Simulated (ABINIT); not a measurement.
# ZrB2 (P6/mmm) in ABINIT: a series of runs

Runs on ZrB2. Level: PBE0. Tasks: single point.

Everything below comes from runs of ABINIT 10.8.3 (patched build). Logs are shortened: lines on timing, memory, paths and dates and some standing lists are left out, and cuts for length are marked. The log counts tension as positive stress, the text compression.

### Step 1. Starting point

It takes space group P6/mmm (No. 191, hexagonal). The conventional cell has a = 3.170 Å, b = 3.170 Å, c = 3.533 Å, α = 90.00°, β = 90.00°, γ = 120.00°. Around Zr (site symmetry 6/mmm) lie 12 B at 2.54 Å. B (site symmetry -6m2) has 3 B at 1.83 Å as nearest neighbours.

### Step 2. Single point, PBE0

Contents of run.abi:

```
# Pseudopotentials
pp_dirpath "./"
pseudos "Zr_ONCV_PBE-1.2.upf, B_ONCV_PBE-1.2.upf"

# Structure
acell 3*1.0 Angstrom
rprim
     3.1700000000     0.0000000000     0.0000000000
    -1.5850000000     2.7453005300     0.0000000000
     0.0000000000     0.0000000000     3.5330000000
ntypat 2
znucl 40 5
natom 3
typat 1 2 2
xcart
     0.0000000000     0.0000000000     0.0000000000
     1.5850000002     0.9151001766     1.7665000000
    -0.0000000002     1.8302003534     1.7665000000 Angstrom

# Plane-wave basis
ecut 22.0

# k points
kptopt 1
ngkpt 4 4 3
nshiftk 1
shiftk 0.0 0.0 0.0

# Exchange and correlation
ixc 41
hyb_mixing 0.15

# Bands and occupations
nband 13
occopt 3
tsmear 0.05 eV

# SCF cycle
nstep 60
toldfe 1.0e-7

# Output
iomode 3
prtwf 0
prtden 0
prteig 0
prtebands 0
enunit 2
prtvol 2
```

Potentials or basis: SG15 NC PBE v1.2.

Run with:

```console
$ mpirun --bind-to none -np 4 abinit run.abi > log 2>&1
```

run.abo:

```text
.Version 10.8.3 of ABINIT
 Symmetries : space group P6/m m m (#191); Bravais hP (primitive hexag.)
================================================================================
 Values of the parameters that define the memory need of the present run
     intxc =       0    ionmov =       0      iscf =       7    lmnmax =       6
     lnmax =       6     mgfft =      30  mpssoang =       3    mqgrid =    3001
     natom =       3  nloc_mem =       1    nspden =       1   nspinor =       1
    nsppol =       1      nsym =      24    n1xccc =       0    ntypat =       2
    occopt =       3   xclevel =       2
       mpw =        1029          nfft =       21870          nkpt =           8
================================================================================
================================================================================

--------------------------------------------------------------------------------
------------- Echo of variables that govern the present computation ------------
--------------------------------------------------------------------------------
 -outvars: echo values of preprocessed input variables --------
            acell      1.8897261259E+00  1.8897261259E+00  1.8897261259E+00 Bohr
              amu      9.12240000E+01  1.08110000E+01
             ecut      2.20000000E+01 Hartree
           enunit           2
   hyb_mixing          1.5000000000E-01
              ixc          41
         kptrlatt        4    0    0      0    4    0      0    0    3
          kptrlen      2.00292072E+01
            natom           3
            nband          13
          nbandhf          13
            ngfft          27      27      30
             nkpt           8
           nkpthf          48
            nstep          60
             nsym          24
           ntypat           2
           occopt           3
           prtden           0
        prtebands           0
           prteig           0
           prtvol           2
            prtwf           0
            rprim      3.1700000000E+00  0.0000000000E+00  0.0000000000E+00
                      -1.5850000000E+00  2.7453005300E+00  0.0000000000E+00
                       0.0000000000E+00  0.0000000000E+00  3.5330000000E+00
          spgroup         191
           toldfe      1.00000000E-07 Hartree
           tsmear      1.83746611E-03 Hartree
            typat      1  2  2
          usefock           1
           xangst      0.0000000000E+00  0.0000000000E+00  0.0000000000E+00
                       1.5850000000E+00  9.1510017667E-01  1.7665000000E+00
                      -5.8656783134E-17  1.8302003533E+00  1.7665000000E+00
            xcart      0.0000000000E+00  0.0000000000E+00  0.0000000000E+00
                       2.9952159096E+00  1.7292887117E+00  3.3382012014E+00
                      -1.1084525555E-16  3.4585774233E+00  3.3382012014E+00
             xred      0.0000000000E+00  0.0000000000E+00  0.0000000000E+00
                       6.6666666667E-01  3.3333333333E-01  5.0000000000E-01
[... 220 lines left out ...]
   9.97313   14.96959   15.70069   16.44595   16.50062
 kpt#   3, nband= 13, wtk=  0.06250, kpt=  0.5000  0.0000  0.0000 (reduced coord)
 -38.68582  -16.50497  -15.87672  -15.71677    2.34183    2.80847    7.83247    8.72753
   9.33322   14.94293   15.12734   17.97008   18.04921
 kpt#   4, nband= 13, wtk=  0.12500, kpt=  0.2500  0.2500  0.0000 (reduced coord)
 -38.68513  -16.32136  -15.93008  -15.88034    1.69862    4.62861    6.04966    8.40972
  11.39884   12.94820   13.73595   18.15979   20.48140
 kpt#   5, nband= 13, wtk=  0.04167, kpt=  0.0000  0.0000  0.3333 (reduced coord)
 -38.79633  -16.38150  -15.47211  -15.47211   -0.24219    5.45544   10.31533   10.31533
  13.55664   13.55664   13.74150   14.60357   14.60357
 kpt#   6, nband= 13, wtk=  0.25000, kpt=  0.2500  0.0000  0.3333 (reduced coord)
 -38.73648  -16.26382  -15.98176  -15.58347    0.44960    6.11696    7.36627    8.47317
  10.54105   14.32658   14.97370   17.22446   17.66606
 kpt#   7, nband= 13, wtk=  0.12500, kpt=  0.5000  0.0000  0.3333 (reduced coord)
 -38.67643  -16.45379  -16.12403  -15.69150    1.63451    3.75440    7.41036    8.32405
   9.35867   14.82552   18.23457   18.25433   19.09632
 kpt#   8, nband= 13, wtk=  0.25000, kpt=  0.2500  0.2500  0.3333 (reduced coord)
 -38.67354  -16.27768  -16.13188  -15.89141    1.62917    4.30247    6.40365    8.64999
   9.37330   15.52975   17.79068   17.91660   19.24525
 Total charge density [el/Bohr^3]
)     Maximum=    6.0820E-01  at reduced coord.    0.9259    0.9259    0.9000
)Next maximum=    6.0820E-01  at reduced coord.    0.0000    0.9259    0.9000
)     Minimum=    5.3185E-03  at reduced coord.    0.6667    0.3333    0.5000
)Next minimum=    5.3185E-03  at reduced coord.    0.3333    0.6667    0.5000
   Integrated=    1.8000E+01

--- !EnergyTerms
iteration_state     : {dtset: 1, }
comment             : Components of total free energy in Hartree
kinetic             :  1.80023878576972E+01
hartree             :  6.41646803177910E+00
xc                  : -7.07964804669316E+00
Ewald energy        : -4.82953939517116E+01
psp_core            :  2.25953559866989E+00
local_psp           : -2.97013851827528E+01
non_local_psp+x     :  5.17753334389734E+00
internal            : -5.32205023491140E+01
'-kT*entropy'       : -2.92404488502692E-04
total_energy        : -5.32207947536025E+01
...

--- !EnergyTermsDC
iteration_state     : {dtset: 1, }
comment             : '"Double-counting" decomposition of free energy'
band_energy         : -4.00964950728792E+00
Ewald energy        : -4.82953939517116E+01
psp_core            :  2.25953559866989E+00
xc_dc               : -3.17473929014763E+00
internal            : -5.32202471504773E+01
'-kT*entropy'       : -2.92404488502692E-04
total_energy_dc     : -5.32205395549658E+01
...

 Cartesian components of stress tensor (hartree/bohr^3)
  sigma(1 1)=  9.91070503E-05  sigma(3 2)=  0.00000000E+00
  sigma(2 2)=  9.91070503E-05  sigma(3 1)=  0.00000000E+00
  sigma(3 3)=  8.90705762E-05  sigma(2 1)=  0.00000000E+00

-Cartesian components of stress tensor (GPa)         [Pressure= -2.8174E+00 GPa]
- sigma(1 1)=  2.91583009E+00  sigma(3 2)=  0.00000000E+00
- sigma(2 2)=  2.91583009E+00  sigma(3 1)=  0.00000000E+00
- sigma(3 3)=  2.62054683E+00  sigma(2 1)=  0.00000000E+00

== END DATASET(S) ==============================================================
================================================================================

 -outvars: echo values of variables after computation  --------
            acell      1.8897261259E+00  1.8897261259E+00  1.8897261259E+00 Bohr
           etotal     -5.3220794754E+01
            fcart      3.7457583811E-30 -6.4878438289E-30 -0.0000000000E+00
                       1.4983033524E-29 -7.7854125947E-29 -0.0000000000E+00
                      -1.8728791906E-29  8.4341969776E-29 -0.0000000000E+00
            rprim      3.1700000000E+00  0.0000000000E+00  0.0000000000E+00
                      -1.5850000000E+00  2.7453005300E+00  0.0000000000E+00
                       0.0000000000E+00  0.0000000000E+00  3.5330000000E+00
           strten      9.9107050345E-05  9.9107050319E-05  8.9070576213E-05
                       0.0000000000E+00  0.0000000000E+00  0.0000000000E+00
           xangst      0.0000000000E+00  0.0000000000E+00  0.0000000000E+00
                       1.5850000000E+00  9.1510017667E-01  1.7665000000E+00
                      -5.8656783134E-17  1.8302003533E+00  1.7665000000E+00
             xred      0.0000000000E+00  0.0000000000E+00  0.0000000000E+00
                       6.6666666667E-01  3.3333333333E-01  5.0000000000E-01
                       3.3333333333E-01  6.6666666667E-01  5.0000000000E-01
 Calculation completed.
```

It took 3.2 min on 4 MPI ranks of Intel Xeon Platinum 8259CL at 2.50GHz (Skylake/Cascade Lake), shared host; peak memory 0.28 GiB.

What came out:

```
Free energy                                           : -1448.2116 eV
Band gap on the k mesh                                : none (metal or under the smearing width)
Valence electrons inside the program's atomic spheres : Zr 8.42; B 2.67
```

Caveat: the k mesh is coarse (spacing up to 0.59 Å⁻¹), so the values aren't converged, least of all with exact exchange; exact exchange is summed on a coarse mesh, which widens gaps by tenths of an eV; the cutoff is too short for stress, so the log's stress isn't used; the potentials were made for another functional, which shifts forces and pressure.

### Step 3. Single point, PBE0

Edit run.abi of step 2 so:

```diff
@@ -30,3 +30,3 @@
 ixc 41
-hyb_mixing 0.15
+hyb_mixing 0.35
```

Potentials or basis: SG15 NC PBE v1.2.

Run with:

```console
$ mpirun --bind-to none -np 4 abinit run.abi > log 2>&1
```

Run time: 4.7 min. Hardware: 4 MPI ranks of Intel Xeon Platinum 8259CL at 2.50GHz (Skylake/Cascade Lake), shared host; peak memory 0.28 GiB.

Results (log left out):

```yaml
Free_energy: -1448.2509 eV
Band_gap_on_the_k_mesh: none (metal or under the smearing width)
Valence_electrons_inside_the_program's_atomic_spheres: Zr 8.38; B 2.67
```

Levels at points of the mesh, in eV from the Fermi level:
```csv
k point,band 5,band 6,band 7,band 8,band 9,band 10,band 11,band 12,band 13
"(0.00, 0.00, 0.00)",-16.68,-4.66,-4.66,-4.43,-4.33,4.17,4.17,5.00,5.02
"(0.50, 0.00, 0.00)",-12.21,-11.74,-6.13,-5.17,-4.23,2.25,2.65,5.82,5.89
```

Caveat: the k mesh is coarse (spacing up to 0.59 Å⁻¹), so the values aren't converged, least of all with exact exchange; exact exchange is summed on a coarse mesh, which widens gaps by tenths of an eV; the cutoff is too short for stress, so the log's stress isn't used; the potentials were made for another functional, which shifts forces and pressure.

### Step 4. Single point, PBE0

Edit run.abi of step 3 so:

```diff
@@ -30,3 +30,3 @@
 ixc 41
-hyb_mixing 0.35
+hyb_mixing 0.5
```

Run with:

```console
$ mpirun --bind-to none -np 4 abinit run.abi > log 2>&1
```

It took 4.1 min on 4 MPI ranks of Intel Xeon Platinum 8259CL at 2.50GHz (Skylake/Cascade Lake), shared host; peak memory 0.28 GiB.

It converged, with:

- Free energy: -1448.3164 eV
- Band gap on the k mesh: none (metal or under the smearing width)
- Valence electrons inside the program's atomic spheres: Zr 8.36; B 2.67

Levels at points of the mesh, in eV from the Fermi level:
| k point | band 5 | band 6 | band 7 | band 8 | band 9 | band 10 | band 11 | band 12 | band 13 |
| --- | --- | --- | --- | --- | --- | --- | --- | --- | --- |
| (0.00, 0.00, 0.00) | -18.22 | -5.36 | -5.36 | -5.18 | -4.90 | 4.70 | 4.71 | 5.56 | 5.70 |
| (0.50, 0.00, 0.00) | -13.44 | -12.98 | -6.91 | -5.93 | -4.72 | 2.40 | 2.99 | 6.45 | 6.49 |

Caveat: the k mesh is coarse (spacing up to 0.59 Å⁻¹), so the values aren't converged, least of all with exact exchange; exact exchange is summed on a coarse mesh, which widens gaps by tenths of an eV; the cutoff is too short for stress, so the log's stress isn't used; the potentials were made for another functional, which shifts forces and pressure.

### Step 5. Overview

| share of exact exchange | gap on the mesh (eV) |
| --- | --- |
| 0.15 | none |
| 0.35 | none |
| 0.5 | none |

Alike in all rows: task single point; level PBE0; potentials or basis SG15 NC PBE v1.2; no spin polarisation; cell as given; k mesh 4 × 4 × 3; cutoff (eV) 599; smearing fermi-dirac 0.05 eV; the mesh is coarse, so values aren't converged.

Caveats: all runs use coarse meshes; exact exchange is summed on a coarse mesh, which widens gaps by tenths of an eV; the potentials were made for another functional, which shifts forces and pressure.

Total energies depend on the potentials used, so only differences within one code and one set of settings carry meaning.
